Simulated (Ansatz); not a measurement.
Results of HSE06 (Ansatz, a first-principles code, PAW) for zinc-blende InN (metastable phase).

Settings: plane-wave cutoff 460 eV, 10×10×10 k mesh, Fermi–Dirac smearing 0.01 eV, scalar-relativistic PAW data made under PBE.

Energies at three volumes about the minimum:

| V (Å³/atom) | E − E_lowest (meV/atom) |
|---|---|
| 15.081 | 4.42 |
| 15.575 | 0.00 |
| 15.854 | 3.71 |

Fit a parabola by hand: where is the minimum, what lattice constant follows, and what is the bulk modulus?

Slopes: (0.00 − 4.42)/(15.575 − 15.081) = -8.947 and (3.71 − 0.00)/(15.854 − 15.575) = 13.297 meV/Å³. Curvature E″ = 2 × (13.297 − (-8.947))/(15.854 − 15.081) = 57.552 meV/Å⁶. From the middle of the first interval, the slope vanishes at V0 = 15.3280 − (-8.947)/57.552 = 15.483 Å³/atom. B = V0 E″ = 15.483 × 57.552 meV/Å³ × 0.1602 GPa per meV/Å³ = 143 GPa. With 8 atoms in the cube, a = (8 × 15.483)^(1/3) = 4.985 Å. The full Birch–Murnaghan fit to all volumes gives V0 = 15.475 Å³/atom and B0 = 144 GPa.

Measured, for comparison: lattice constant a 5.01 ± 0.01 Å (temperature not stated, no zero-point or thermal correction, epilayer on 3C-SiC; as tabulated in Schörmann, As, Lischka, Schley, Goldhahn et al., Appl. Phys. Lett. 89, 261903 …).
